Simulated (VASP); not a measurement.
# ZnS (P6_3mc) in VASP: further runs

ZnS is run at these levels: PBE; tasks: single point.

All numbers are computed with VASP 6.6.1; they aren't measurements. Logs are shortened: lines on timing, memory, paths and dates and some standing lists are left out, and cuts for length are marked.

**The experiment to reproduce.**

From a printed reference work, monograph, for a bulk crystal of ZnS at 4 K: band gap 3.911 eV (direct).

The runs below are set against these values where they give the same quantity.

## (1) The cell of the first run

The structure is hexagonal, space group P6_3mc (No. 186). The conventional cell has a = 3.768 Å, b = 3.768 Å, c = 12.333 Å, α = 90.00°, β = 90.00°, γ = 120.00°. Within 3.1 Å of Zn (site symmetry 3m) lie 4 S at 2.31 Å. Zn (site symmetry 3m) has 4 S at 2.31 Å within 3.1 Å. Within 3.1 Å of S (site symmetry 3m) lie 4 Zn at 2.31 Å. Within 3.1 Å of S (site symmetry 3m) lie 4 Zn at 2.31 Å.

## (2) Single point, PBE (18.96 Å³/atom)

Contents of INCAR:

```
PREC = Accurate ; ENCUT = 520
EDIFF = 1E-6 ; ISMEAR = 0
SIGMA = 0.01 ; LREAL = F
LASPH = T ; NELM = 60
ALGO = Normal ; ISIF = 2
LWAVE = F ; LCHARG = F
GGA = PE ; NBANDS = 46
```

Contents of KPOINTS:

```
regular mesh
0
Gamma
  6 6 2
```

Contents of POSCAR:

```
ZnS
1.0
    3.7681996272      0.0000000000      0.0000000000
   -1.8840998136      3.2633566037      0.0000000000
    0.0000000000      0.0000000000     12.3330784150
Zn S
4 4
Direct
    0.0000000000      0.0000000000      0.0000505559
    0.0000000000      0.0000000000      0.5000505559
    0.3333333333      0.6666666667      0.2500239772
    0.6666666667      0.3333333333      0.7500239772
    0.0000000000      0.0000000000      0.1872897615
    0.0000000000      0.0000000000      0.6872897615
    0.3333333333      0.6666666667      0.4376357054
    0.6666666667      0.3333333333      0.9376357054
```

Potentials or basis: VASP PAW PBE potentials, release 64 (Zn, S).

Command:

```
$ cat potpaw_PBE.64/Zn/POTCAR potpaw_PBE.64/S/POTCAR > POTCAR
$ mpirun -np 1 vasp_std > vasp.out
```

OUTCAR:

```text
PREC = Accurate
   ENCUT = 520
   EDIFF = 1E-6
   ISMEAR = 0
   LREAL = F
   LASPH = T
   NELM = 60
   ISIF = 2
   GGA = PE

 ion  position               nearest neighbor table
   1  0.000  0.000  0.000-   8 2.31   8 2.31   8 2.31   5 2.31
   2  0.000  0.000  0.500-   7 2.31   7 2.31   7 2.31   6 2.31
   3  0.333  0.667  0.250-   5 2.31   5 2.31   5 2.31   7 2.31
   4  0.667  0.333  0.750-   6 2.31   6 2.31   6 2.31   8 2.31
   5  0.000  0.000  0.187-   3 2.31   3 2.31   3 2.31   1 2.31
   6  0.000  0.000  0.687-   4 2.31   4 2.31   4 2.31   2 2.31
   7  0.333  0.667  0.438-   2 2.31   2 2.31   2 2.31   3 2.31
   8  0.667  0.333  0.938-   1 2.31   1 2.31   1 2.31   4 2.31

  LATTYP: Found a hexagonal cell.
 ALAT       =     3.7681996272
 C/A-ratio  =     3.2729365838

  Lattice vectors:

 A1 = (   3.7681996272,   0.0000000000,   0.0000000000)
 A2 = (  -1.8840998136,   3.2633566037,   0.0000000000)
 A3 = (   0.0000000000,   0.0000000000,  12.3330784150)

Analysis of symmetry for initial positions (statically):
=====================================================================
 Subroutine PRICEL returns:
 Original cell was already a primitive cell.

 Routine SETGRP: Setting up the symmetry group for a
 hexagonal supercell.

 Subroutine GETGRP returns: Found 12 space group operations
 (whereof  6 operations were pure point group operations)
 out of a pool of 24 trial point group operations.

The static configuration has the point symmetry C_3v.
 The point group associated with its full space group is C_6v.

Analysis of symmetry for dynamics (positions and initial velocities):
=====================================================================
 Subroutine PRICEL returns:
 Original cell was already a primitive cell.

 Routine SETGRP: Setting up the symmetry group for a
 hexagonal supercell.

 Subroutine GETGRP returns: Found 12 space group operations
 (whereof  6 operations were pure point group operations)
 out of a pool of 24 trial point group operations.

The dynamic configuration has the point symmetry C_3v.
 The point group associated with its full space group is C_6v.

 Subroutine INISYM returns: Found 12 space group operations
 (whereof  6 operations are pure point group operations),
 and found     1 'primitive' translations

----------------------------------------------------------------------------------------

                                     Primitive cell

  volume of cell :     151.6596

  direct lattice vectors                    reciprocal lattice vectors
     3.768199627  0.000000000  0.000000000     0.265378722  0.153216476  0.000000000
    -1.884099814  3.263356604  0.000000000     0.000000000  0.306432953  0.000000000
     0.000000000  0.000000000 12.333078415     0.000000000  0.000000000  0.081082757

  length of vectors
     3.768199627  3.768199627 12.333078415     0.306432953  0.306432953  0.081082757

  position of ions in fractional coordinates (direct lattice)
     0.000000000  0.000000000  0.000050556
     0.000000000  0.000000000  0.500050556
     0.333333333  0.666666667  0.250023977
     0.666666667  0.333333333  0.750023977
     0.000000000  0.000000000  0.187289761
     0.000000000  0.000000000  0.687289761
     0.333333333  0.666666667  0.437635705
     0.666666667  0.333333333  0.937635705

  ion indices of the primitive-cell ions
   primitive index   ion index
                 1           1
                 2           2
                 3           3
                 4           4
                 5           5
                 6           6
                 7           7
                 8           8

----------------------------------------------------------------------------------------

 KPOINTS: regular mesh

Automatic generation of k-mesh.
 Grid dimensions read from file:
 generate k-points for:    6    6    2

 Generating k-lattice:

  Cartesian coordinates                     Fractional coordinates (reciprocal lattice)
     0.044229787  0.025536079  0.000000000     0.166666667  0.000000000  0.000000000
[... 52 lines left out ...]
 cond. band min:       4.8268548834   @ k =   0.0000   0.0000   0.0000
 fundamental gap:      2.3298727081
 Fermi energy:         2.5865620791

 k-point     1 :       0.0000    0.0000    0.0000
  band No.  band energies     occupation
      1     -10.9424      2.00000
      2     -10.4919      2.00000
      3     -10.4830      2.00000
      4      -9.9383      2.00000
      5      -4.0116      2.00000
      6      -4.0057      2.00000
[... 38 lines left out ...]
     45       9.1274      0.00000
     46       9.4236      0.00000

 k-point     2 :       0.1667    0.0000    0.0000
  band No.  band energies     occupation
      1     -10.7476      2.00000
      2     -10.3315      2.00000
      3     -10.3224      2.00000
      4      -9.8325      2.00000
      5      -4.0345      2.00000
      6      -4.0196      2.00000
[... 38 lines left out ...]
     45       9.2784      0.00000
     46       9.3733      0.00000

 k-point     3 :       0.3333    0.0000    0.0000
  band No.  band energies     occupation
      1     -10.2771      2.00000
      2      -9.9757      2.00000
      3      -9.9668      2.00000
      4      -9.6424      2.00000
      5      -4.0666      2.00000
      6      -4.0131      2.00000
[... 38 lines left out ...]
     45       9.5028      0.00000
     46      10.1115      0.00000

 k-point     4 :       0.5000   -0.0000    0.0000
  band No.  band energies     occupation
      1      -9.9456      2.00000
      2      -9.7779      2.00000
      3      -9.7713      2.00000
      4      -9.6005      2.00000
      5      -4.0725      2.00000
      6      -3.9705      2.00000
[... 430 lines left out ...]
     45       9.5785      0.00000
     46       9.5786      0.00000

 k-point    13 :       0.3333    0.1667    0.5000
  band No.  band energies     occupation
      1      -9.9097      2.00000
      2      -9.9097      2.00000
      3      -9.6471      2.00000
      4      -9.6471      2.00000
      5      -3.9672      2.00000
      6      -3.9672      2.00000
[... 38 lines left out ...]
     45       9.8800      0.00000
     46       9.8800      0.00000

 k-point    14 :       0.3333    0.3333    0.5000
  band No.  band energies     occupation
      1      -9.6895      2.00000
      2      -9.6895      2.00000
      3      -9.6761      2.00000
      4      -9.6761      2.00000
      5      -3.9413      2.00000
      6      -3.9413      2.00000
[... 38 lines left out ...]
     45      10.0840      0.00000
     46      10.0840      0.00000

------------------------ aborting loop because EDIFF is reached ----------------------------------------

  FORCE on cell =-STRESS in cart. coord.  units (eV):
  Direction    XX          YY          ZZ          XY          YZ          ZX
  --------------------------------------------------------------------------------------
  -------------------------------------------------------------------------------------
  Total        4.8478811      4.8478811      4.8207527      0.0000000      0.0000000      0.0000000
  in kB       51.2144619     51.2144619     50.9278696      0.0000000      0.0000000      0.0000000
  external PRESSURE =      51.1189312 kB  Pullay stress =       0.0000000 kB

 VOLUME and BASIS-vectors are now :
 -----------------------------------------------------------------------------
  energy-cutoff  :      520.00
  volume of cell :      151.66
      direct lattice vectors                 reciprocal lattice vectors
     3.768199627  0.000000000  0.000000000     0.265378722  0.153216476  0.000000000
    -1.884099814  3.263356604  0.000000000     0.000000000  0.306432953  0.000000000
     0.000000000  0.000000000 12.333078415     0.000000000  0.000000000  0.081082757

 POSITION                                       TOTAL-FORCE (eV/Angst)
 -----------------------------------------------------------------------------------
      0.00000      0.00000      0.00062        -0.000000     -0.000000      0.015864
      0.00000      0.00000      6.16716         0.000000     -0.000000      0.015864
     -0.00000      2.17557      3.08357        -0.000000     -0.000000      0.009585
      1.88410      1.08779      9.25010         0.000000      0.000000      0.009585
      0.00000      0.00000      2.30986         0.000000     -0.000000     -0.013862
      0.00000      0.00000      8.47640        -0.000000      0.000000     -0.013862
     -0.00000      2.17557      5.39740         0.000000     -0.000000     -0.011588
      1.88410      1.08779     11.56393        -0.000000     -0.000000     -0.011588
 -----------------------------------------------------------------------------------
    total drift:                               -0.000002     -0.000003      0.001569

  FREE ENERGIE OF THE ION-ELECTRON SYSTEM (eV)
  ---------------------------------------------------
  free  energy   TOTEN  =       -27.2390912560 eV

  energy  without entropy=      -27.2390912560  energy(sigma->0) =      -27.23909126
```

Run time: 1.8 min. Hardware: 1 thread of Intel Xeon Platinum 8488C (Sapphire Rapids), shared host; peak memory 0.28 GiB.

What came out:

- Free energy: -27.2391 eV
- Pressure: 5.1 GPa
- Largest force: 0.016 eV/Å
- Band gap on the k mesh: 2.33 eV

Forces on the atoms (eV/Å):
```
Zn   0.000  0.000  0.016
Zn   0.000  0.000  0.016
Zn   0.000  0.000  0.010
Zn   0.000  0.000  0.010
S    0.000  0.000 -0.014
S    0.000  0.000 -0.014
S    0.000  0.000 -0.012
S    0.000  0.000 -0.012
```

Caveat: the cell stands under pressure.

## (3) Single point, PBE (19.56 Å³/atom)

This run uses another cell than the first one, of 19.56 Å³/atom.

Contents of INCAR:

```
SYSTEM = ZnS
PREC     = Accurate       ! precision mode
ENCUT    = 520            ! plane-wave cutoff, eV
EDIFF    = 1E-6           ! SCF threshold, eV
ISMEAR   = 0              ! smearing method
SIGMA    = 0.01           ! smearing width, eV
LREAL    = .False.        ! projectors in reciprocal space
LASPH    = .True.         ! aspherical terms in the spheres
NELM     = 60             ! most SCF steps
ALGO     = Normal         ! electronic algorithm
ISIF     = 2              ! what is computed and relaxed
LWAVE    = .False.        ! write WAVECAR
LCHARG   = .False.        ! write CHGCAR
GGA      = PE             ! functional
NBANDS   = 46             ! bands
```

Contents of KPOINTS:

```
regular mesh
0
Gamma
  6 6 2
  0 0 0
```

Edit POSCAR of step 2 so:

```diff
@@ -2,5 +2,5 @@
 1.0
-    3.7681996272      0.0000000000      0.0000000000
-   -1.8840998136      3.2633566037      0.0000000000
-    0.0000000000      0.0000000000     12.3330784150
+    3.8078678016      0.0000000000      0.0000000000
+   -1.9039339008      3.2977102504      0.0000000000
+    0.0000000000      0.0000000000     12.4629098339
 Zn S
```

Potentials or basis: VASP PAW PBE potentials, release 64 (Zn, S).

Command:

```
$ cat potpaw_PBE.64/Zn/POTCAR potpaw_PBE.64/S/POTCAR > POTCAR
$ mpirun -np 1 vasp_std > vasp.out
```

It took 83 s on 1 thread of Intel Xeon Platinum 8488C (Sapphire Rapids), shared host; peak memory 0.29 GiB.

It converged, with:

| Property | Result |
| --- | --- |
| Free energy | -27.3536 eV |
| Pressure | 2.5 GPa |
| Largest force | 0.010 eV/Å |
| Band gap on the k mesh | 2.19 eV |

Forces on the atoms (eV/Å):
```
Zn   0.000  0.000  0.010
Zn   0.000  0.000  0.010
Zn   0.000  0.000  0.007
Zn   0.000  0.000  0.007
S    0.000  0.000 -0.009
S    0.000  0.000 -0.009
S    0.000  0.000 -0.008
S    0.000  0.000 -0.008
```

Levels at points of the mesh, in eV from the valence-band top:
```
           k point  band 32  band 33  band 34  band 35  band 36  band 37  band 38  band 39  band 40  band 41
(0.00, 0.00, 0.00)    -0.47    -0.47    -0.04     0.00     0.00     2.19     3.21     3.42     3.66     6.34
(0.50, 0.00, 0.00)    -1.62    -1.62    -1.60    -1.12    -0.89     3.32     3.36     3.76     4.35     4.89
(0.00, 0.00, 0.50)    -0.77    -0.15    -0.15    -0.15    -0.15     3.04     3.04     3.34     3.34     6.29
(0.50, 0.00, 0.50)    -2.07    -1.53    -1.53    -1.12    -1.12     3.70     3.70     4.04     4.04     4.69
```

Expect the measured gap to be larger: semilocal functionals such as PBE lack the derivative discontinuity.

## (4) Single point, PBE

This run uses another cell than the first one, of 20.17 Å³/atom.

Contents of INCAR:

```
  ALGO = Normal
  EDIFF = 1E-6
  ENCUT = 520
  GGA = PE
  ISIF = 2
  ISMEAR = 0
  LASPH = T
  LCHARG = F
  LREAL = F
  LWAVE = F
  NBANDS = 46
  NELM = 60
  PREC = Accurate
  SIGMA = 0.01
```

Contents of KPOINTS:

```
k-points
0
Gamma
  6 6 2
```

Edit POSCAR of step 3 so:

```diff
@@ -2,5 +2,5 @@
 1.0
-    3.8078678016      0.0000000000      0.0000000000
-   -1.9039339008      3.2977102504      0.0000000000
-    0.0000000000      0.0000000000     12.4629098339
+    3.8467262793      0.0000000000      0.0000000000
+   -1.9233631397      3.3313626793      0.0000000000
+    0.0000000000      0.0000000000     12.5900911673
 Zn S
```

Command:

```
$ cat potpaw_PBE.64/Zn/POTCAR potpaw_PBE.64/S/POTCAR > POTCAR
$ mpirun -np 1 vasp_std > vasp.out
```

It took 2.3 min on 1 thread of Intel Xeon Platinum 8488C (Sapphire Rapids), shared host; peak memory 0.3 GiB.

Results (log left out):

```yaml
Free_energy: -27.3934 eV
Pressure: 0.2 GPa
Largest_force: 0.005 eV/Å
Band_gap_on_the_k_mesh: 2.05 eV
```

Forces in eV/Å, atoms in the order of the input:
```
Zn   0.000  0.000  0.005
Zn   0.000  0.000  0.005
Zn   0.000  0.000  0.004
Zn   0.000  0.000  0.004
S    0.000  0.000 -0.005
S    0.000  0.000 -0.005
S    0.000  0.000 -0.004
S    0.000  0.000 -0.004
```

Levels at points of the mesh, in eV from the valence-band top:
| k point | band 32 | band 33 | band 34 | band 35 | band 36 | band 37 | band 38 | band 39 | band 40 | band 41 |
| --- | --- | --- | --- | --- | --- | --- | --- | --- | --- | --- |
| (0.00, 0.00, 0.00) | -0.44 | -0.44 | -0.04 | 0.00 | 0.00 | 2.05 | 3.16 | 3.33 | 3.57 | 6.36 |
| (0.50, 0.00, 0.00) | -1.54 | -1.54 | -1.52 | -1.07 | -0.84 | 3.30 | 3.38 | 3.77 | 4.35 | 4.87 |
| (0.00, 0.00, 0.50) | -0.73 | -0.14 | -0.14 | -0.14 | -0.14 | 2.91 | 2.91 | 3.28 | 3.28 | 6.29 |
| (0.50, 0.00, 0.50) | -1.97 | -1.45 | -1.45 | -1.06 | -1.06 | 3.70 | 3.70 | 4.01 | 4.01 | 4.69 |

## (5) Single point, PBE (20.77 Å³/atom)

This run uses another cell than the first one, of 20.77 Å³/atom.

Contents of INCAR:

```
  PREC = Accurate
  ENCUT = 520
  EDIFF = 1E-7
  ISMEAR = 0
  SIGMA = 0.01
  LREAL = F
  LASPH = T
  NELM = 100
  ALGO = Normal
  ISIF = 2
  LWAVE = F
  LCHARG = T
  GGA = PE
  LELF = T
  LVHAR = T
  NBANDS = 46
```

Contents of KPOINTS:

```
Automatic mesh
0
Gamma
  6 6 2
```

Edit POSCAR of step 4 so:

```diff
@@ -2,5 +2,5 @@
 1.0
-    3.8467262793      0.0000000000      0.0000000000
-   -1.9233631397      3.3313626793      0.0000000000
-    0.0000000000      0.0000000000     12.5900911673
+    3.8848151552      0.0000000000      0.0000000000
+   -1.9424075776      3.3643486134      0.0000000000
+    0.0000000000      0.0000000000     12.7147536427
 Zn S
```

Command:

```
$ cat potpaw_PBE.64/Zn/POTCAR potpaw_PBE.64/S/POTCAR > POTCAR
$ mpirun -np 1 vasp_std > vasp.out
```

Run time: 2.2 min. Hardware: 1 thread of Intel Xeon Platinum 8488C (Sapphire Rapids), shared host; peak memory 0.31 GiB.

It converged, with:

```yaml
Free_energy: -27.3694 eV
Pressure: -1.8 GPa
Band_gap_on_the_k_mesh: 1.92 eV
```

Levels at points of the mesh, in eV from the valence-band top:
```tsv
k point	band 34	band 35	band 36	band 37	band 38	band 39
(0.00, 0.00, 0.00)	-0.04	0.00	0.00	1.92	3.10	3.24
(0.50, 0.00, 0.00)	-1.45	-1.01	-0.80	3.26	3.39	3.78
(0.00, 0.00, 0.50)	-0.13	-0.13	-0.13	2.78	2.78	3.21
(0.50, 0.00, 0.50)	-1.39	-1.01	-1.01	3.68	3.68	3.98
```

As with any semilocal functional, this PBE gap is likely too small.

## (6) Single point, PBE (21.38 Å³/atom)

This run uses another cell than the first one, of 21.38 Å³/atom.

Contents of INCAR:

```
SYSTEM = ZnS
ALGO = Normal ; EDIFF = 1E-6
ENCUT = 520 ; GGA = PE
ISIF = 2 ; ISMEAR = 0
LASPH = .True. ; LCHARG = .True.
LELF = .True. ; LREAL = .False.
LVHAR = .True. ; LWAVE = .False.
NBANDS = 46 ; NELM = 80
PREC = Accurate ; SIGMA = 0.01
```

Contents of KPOINTS:

```
k-points
0
Gamma
  6 6 2
  0 0 0
```

Edit POSCAR of step 5 so:

```diff
@@ -2,5 +2,5 @@
 1.0
-    3.8848151552      0.0000000000      0.0000000000
-   -1.9424075776      3.3643486134      0.0000000000
-    0.0000000000      0.0000000000     12.7147536427
+    3.9221714387      0.0000000000      0.0000000000
+   -1.9610857194      3.3967001039      0.0000000000
+    0.0000000000      0.0000000000     12.8370183897
 Zn S
```

Potentials or basis: VASP PAW PBE potentials, release 64 (Zn, S).

Command:

```
$ cat potpaw_PBE.64/Zn/POTCAR potpaw_PBE.64/S/POTCAR > POTCAR
$ mpirun -np 1 vasp_std > vasp.out
```

It took 86 s on 1 thread of Intel Xeon Platinum 8488C (Sapphire Rapids), shared host; peak memory 0.32 GiB.

The run converged. Its results:

* Free energy: -27.2912 eV
* Pressure: -3.4 GPa
* Band gap on the k mesh: 1.80 eV

Forces in eV/Å, atoms in the order of the input:
```
Zn   0.000  0.000 -0.003
Zn   0.000  0.000 -0.003
Zn   0.000  0.000  0.000
Zn   0.000  0.000  0.000
S    0.000  0.000  0.002
S    0.000  0.000  0.002
S    0.000  0.000  0.001
S    0.000  0.000  0.001
```

Levels at points of the mesh, in eV from the valence-band top:
```csv
k point,band 34,band 35,band 36,band 37,band 38,band 39
"(0.00, 0.00, 0.00)",-0.03,0.00,0.00,1.80,3.04,3.16
"(0.50, 0.00, 0.00)",-1.39,-0.97,-0.76,3.23,3.39,3.78
"(0.00, 0.00, 0.50)",-0.12,-0.12,-0.12,2.66,2.66,3.15
"(0.50, 0.00, 0.50)",-1.32,-0.96,-0.96,3.65,3.65,3.96
```

Caveat: the cell stands under tension. As with any semilocal functional, this PBE gap is likely too small.

## (7) Overview

```tsv
cell	gap on the mesh (eV)	pressure (GPa)	largest force (eV/Å)
a = 3.768, b = 3.768, c = 12.333 Å, angles 90.0, 90.0, 120.0°, 8 atoms	2.33	5.1	0.02
a = 3.808, b = 3.808, c = 12.463 Å, angles 90.0, 90.0, 120.0°, 8 atoms	2.19	2.5	0.01
a = 3.847, b = 3.847, c = 12.590 Å, angles 90.0, 90.0, 120.0°, 8 atoms	2.05	0.2	0.01
a = 3.885, b = 3.885, c = 12.715 Å, angles 90.0, 90.0, 120.0°, 8 atoms	1.92	-1.8	-
a = 3.922, b = 3.922, c = 12.837 Å, angles 90.0, 90.0, 120.0°, 8 atoms	1.80	-3.4	-
```

Alike in all rows: task single point; level PBE; potentials or basis VASP PAW PBE potentials, release 64 (Zn, S); no spin polarisation; k mesh 6 × 6 × 2; cutoff (eV) 520; smearing gaussian 0.01 eV.

Caveats: the cell stands under pressure (at least some runs); the cell stands under tension (at least some runs).

Total energies depend on the potentials used, so only differences within one code and one set of settings carry meaning.

## (8) Comparison with measurements

Step 4. Measured gap of ZnS: 3.911 eV (direct; 4 K; a printed reference work, monograph). This calculation gives 2.05 eV (-1.86 eV). The value is that of PBE, without temperature or zero-point motion. Semilocal functionals fall short of measured gaps as a rule.
